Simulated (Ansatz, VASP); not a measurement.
SiC in VASP and in Ansatz

```xyz
2
Lattice="0.0000 2.2392 2.1088 2.2392 0.0000 2.1088 2.2392 2.2392 0.0000" Properties=species:S:1:pos:R:3 pbc="T T T"
Si    0.0000    0.0000    0.0000
C     3.3588    3.3588    3.1632
```

Change from the starting cell: strain +0.030 along x and y, -0.030 along z, atoms carried along.

Alike in both runs: task single point; functional PBE; k mesh 12 × 12 × 12; occupations gaussian, width 0.05 eV; no spin polarisation.

```csv
,VASP,Ansatz
version,VASP 6.6.1,Ansatz 0.2.0
potentials or method,"VASP PAW PBE potentials, release 64 (Si, C)","scalar-relativistic, plane waves, PAW"
plane-wave cutoff (eV),520,420
valence electrons in the cell,8,8
```

Ansatz gave:

* gap on the k mesh at the Fermi level (eV): 0.79
* least direct gap on the mesh (eV): 4.45
* pressure (GPa): -1.7
* largest component of the traceless stress (GPa): 9.03

**Question.** Which values does VASP return?

**Answer.** gap on the k mesh at the Fermi level (eV): 0.79; least direct gap on the mesh (eV): 4.45; pressure (GPa): -1.7; largest component of the traceless stress (GPa): 9.05.

A k mesh can miss the band edges.
